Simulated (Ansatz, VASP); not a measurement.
## One calculation of AlN, two programs

The input INCAR:

```
SYSTEM = AlN
ALGO = Normal ; EDIFF = 1E-6
ENCUT = 520 ; GGA = PS
ISIF = 2 ; ISMEAR = 0
LASPH = .TRUE. ; LCHARG = .FALSE.
LREAL = .FALSE. ; LWAVE = .FALSE.
NBANDS = 11 ; NELM = 100
PREC = Accurate ; SIGMA = 0.1
```

Contents of KPOINTS:

```
k-points
0
G
  8 8 8
  0 0 0
```

Contents of POSCAR:

```
AlN
1.0
    0.0000000000      2.0345180000      2.0345180000
    2.0345180000      0.0000000000      2.0345180000
    2.0345180000      2.0345180000      0.0000000000
Al N
1 1
Direct
    0.5000000000      0.5000000000      0.5000000000
    0.0000000000      0.0000000000      0.0000000000
```

Input for Ansatz:

```yaml
crystal:
  lattice:
    - [0.0, 2.034518, 2.034518]
    - [2.034518, 0.0, 2.034518]
    - [2.034518, 2.034518, 0.0]
  atoms:
    - { symbol: Al, position: [0.5, 0.5, 0.5] }
    - { symbol: "N", position: [0.0, 0.0, 0.0] }
basis:
  ecutwfc: 420
kpoints:
  mp_grid: { grid: [8, 8, 8] }
hamiltonian:
  xc: pbesol
scf:
  occupations: { method: gaussian, width: 0.1 }
output:
  forces: true
  stress: true
  eigenvalues: true
```

Measurements of this composition are mostly on another form, of space group No. 186.

Alike in both runs: task single point; functional PBEsol; k mesh 8 × 8 × 8; occupations gaussian, width 0.1 eV; no spin polarisation.

```csv
,VASP,Ansatz
version,VASP 6.6.1,Ansatz 0.2.0
potentials or method,"VASP PAW PBE potentials, release 64 (Al, N)","scalar-relativistic, plane waves, PAW"
plane-wave cutoff (eV),520,420
valence electrons in the cell,8,8
```

|  | VASP | Ansatz | Ansatz less VASP |
| --- | --- | --- | --- |
| gap on the k mesh at the Fermi level (eV) | 4.37 | 4.38 | +0.005 |
| least direct gap on the mesh (eV) | 5.40 | 5.38 | -0.019 |
| pressure (GPa) | -4.6 | -4.5 | +0.09 |

The functional is the same, so the differences come from potentials, cutoffs and numerics.

Caveats: the PAW data sets were made with another functional, which shifts forces and pressure a little (VASP). As with any semilocal functional, this PBEsol gap is likely too small. A k mesh can miss the band edges.
